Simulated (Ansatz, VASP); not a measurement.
## BiTe in VASP and in Ansatz

```
Bi Te
1.0
     0.00000    3.19128    3.19128
     3.19128    0.00000    3.19128
     3.19128    3.19128    0.00000
Bi Te
1 1
Cartesian
  0.0000 0.0000 0.0000
  3.1913 3.1913 3.1913
```

Change from the starting cell: volume scaled by 0.96.

Alike in both runs: task single point; functional PBE; k mesh 7 × 7 × 7; occupations fermi-dirac, width 0.05 eV; no spin polarisation.

|  | VASP | Ansatz |
| --- | --- | --- |
| version | VASP 6.6.1 | Ansatz 0.2.0 |
| potentials or method | VASP PAW PBE potentials, release 64 (Bi_d, Te), cutoff 520 eV | all-electron LAPW, scalar-relativistic |

|  | VASP | Ansatz | Ansatz less VASP |
| --- | --- | --- | --- |
| gap on the k mesh at the Fermi level (eV) | none | none | - |
| pressure (GPa) | 3.1 | 3.2 | +0.08 |

A gap of «none» marks a metal or a gap that the smearing closes. Ansatz ran all-electron here, so the differences hold the error of VASP's frozen core and of both bases.

Caveats: spin-orbit coupling is left out, which moves the levels of the heavy elements.
